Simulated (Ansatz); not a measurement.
WS2 (Tungstenite), 6 atoms in the cell. The structure is hexagonal, space group P6_3/mmc (No. 194). The conventional cell has a = 3.180 Å, b = 3.180 Å, c = 12.500 Å, α = 90.00°, β = 90.00°, γ = 120.00°. Around W (site symmetry -6m2) lie 6 S at 2.41 Å. Around S (site symmetry 3m) lie 3 W at 2.41 Å. 

```yaml
Program: Ansatz 0.2.0
Task: relaxation of cell and atoms
Functional: PBE
Dispersion: D4
Potentials_or_basis: Ansatz PAW
Cutoff: "420 eV (not typed: the program's choice for these potentials)"
k_mesh: 10 × 10 × 3
Occupations: fermi-dirac, width 0.05 eV
Spin: no spin polarisation
```

Potentials or basis: Ansatz PAW.

Launch:

```console
$ ansatz run input.yaml --threads 2 --pin off --max-ram 5632MiB --backend cpu --events-out ev --progress --plain --runs-dir out
```

Hardware: 2 threads of Intel(R) Xeon(R) Processor @ 2.50GHz (Skylake/Cascade Lake), on a shared host.

Question: Estimate the wall time of this run.

Answer: Run time: 30 s on 2 threads of Intel(R) Xeon(R) Processor @ 2.50GHz (Skylake/Cascade Lake) (shared host), peak memory 0.46 GiB. Counts: scf iterations 38, plane waves 2033, k points 28, bands 32, ion steps 6.
